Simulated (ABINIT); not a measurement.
Runs of ABINIT 10.8.3 (patched build) on KCl (Sylvite). The structure is cubic, space group Fm-3m (No. 225). Conventional cell: a = 6.293 Å, b = 6.293 Å, c = 6.293 Å, α = 90.00°, β = 90.00°, γ = 90.00°. Around K (site symmetry m-3m) lie 6 Cl at 3.15 Å. Cl (site symmetry m-3m) has 6 K at 3.15 Å as nearest neighbours. 

```csv
task,level,potentials or basis,cutoff (eV),fine-grid cutoff,gap on the mesh (eV),pressure (GPa)
band structure,LDA,JTH PAW LDA v2.0,680,1278.94 eV,4.74,-1.8
single point,PBEsol,PseudoDojo NC SR PBEsol v0.4.1 standard,1007,-,(b),-0.4
band structure,PBE,JTH PAW PBE v2.0,680,1278.94 eV,5.19,0.8
band structure,r2SCAN,JTH PAW PBE v2.0,816,1414.99 eV,5.83,(a)
```

Alike in all rows: no spin polarisation; cell as given; k mesh 7 × 7 × 7; smearing fermi-dirac 0.05 eV.

Task: Estimate the missing entries.

Result: (a) 0.1; (b) 5.03.

Caveats: an odd mesh through Γ misses points on the zone boundary, where band edges often lie (some runs); the PAW data sets were made with another functional, which shifts forces and pressure a little (some runs).
